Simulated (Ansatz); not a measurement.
## N started on a C site in diamond, 216 atoms, charge 0

All numbers come from Ansatz (PAW, plane waves, no spin–orbit coupling) at the single k point (¼, ¼, ¼) without its symmetry partners. The atoms were relaxed with PBEsol in a fixed cell; other functionals are single points on those atoms unless said otherwise. The valence top and gap of the host come from its small cell on a dense mesh, with the band extrema sought between the mesh points, lined up by the mean potential, PBEsol gap 4.03 eV, HSE06 gap 5.31 eV.

Cell: a = 10.661 Å, b = 10.661 Å, c = 10.661 Å, α = 90.00°, β = 90.00°, γ = 90.00°.

Nearest atoms after relaxation, from the placed atom (for vacancies from the middle of the vacant sites): C at 1.47 Å, C at 1.47 Å, C at 1.47 Å, C at 2.01 Å, C at 2.37 Å, C at 2.37 Å, C at 2.37 Å, C at 2.50 Å.

Chemical potentials μ are those of reference phases of the elements at zero temperature by the same functional (the usual solids, diamond for C, grey Sn, and the molecules H2, N2, O2, F2, Cl2, Br2 and S8).

```tsv
functional	E(defect) − E(host) − Σ nμ + q·E_VBM (eV)	monopole (eV)	alignment (eV)	formation energy at E_F = VBM (eV)	moment (μB)	wall time, shared host
PBEsol	3.63	0.00	0.00	3.63	1.0	19 s on NVIDIA GB200 (relaxation)
```

Question: Estimate the formation energy and moment that HSE06 gives on these atoms.

Answer: 4.08 eV at E_F = VBM, moment 1.0 μB.

HSE06 one-electron levels near the gap (the ten most localised at most), from the host's valence top:

```csv
level (eV),spin,filling,atoms sharing it,element of the atom with most weight
-0.28,down,1.00,155.4,spread
2.41,up,1.00,4.4,C
4.95,down,0.00,8.1,C
```

One k point and a cell of this size can leave errors of several tenths of an eV in such numbers.
